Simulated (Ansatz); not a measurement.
Rh under changes of volume

One of the cells (13.671 Å³/atom); the others are scaled copies at fixed shape and fractional positions:

```xyz
1
Lattice="0.0000 1.8979 1.8979 1.8979 0.0000 1.8979 1.8979 1.8979 0.0000" Properties=species:S:1:pos:R:3 pbc="T T T"
Rh    0.0000    0.0000    0.0000
```

* Program: Ansatz 0.2.0
* Functional: HSEsol
* Potentials or basis: Ansatz PAW
* Cutoff: 420 eV (not typed: the program's choice for these potentials)
* k mesh: 6 × 6 × 6
* Occupations: fermi-dirac, width 0.05 eV
* Spin: no spin polarisation

```tsv
volume (Å³/atom)	energy over the lowest point (meV/atom)	pressure (GPa)
12.851	10.01	9.8
13.125	0.00	2.5
13.398	1.62	-4.0
13.671	13.63	-9.6
13.945	34.58	-14.5
14.218	63.46	-18.9
14.492	?	?
```

Task: What does the run at 14.492 Å³/atom give?

Result: Energy over the lowest point 99.23 meV/atom; pressure -22.6 GPa.

Worked out: A Birch-Murnaghan fit of order 3 (a polynomial in V^(-2/3)) to the other rows has its minimum at 13.22 Å³/atom with B0 = V·E''(V) = 316 GPa and B' = 5.2. It gives 99.38 meV/atom at 14.492 Å³/atom, against the run's 99.23, and -dE/dV = -22.9 GPa, against -22.6.

Energies are extrapolated to zero smearing.

Caveats: all runs use coarse meshes; the PAW data sets come from PBE, with cores solved anew for the run's functional, which leaves a small shift of forces and pressure; the thresholds are loose for stress.
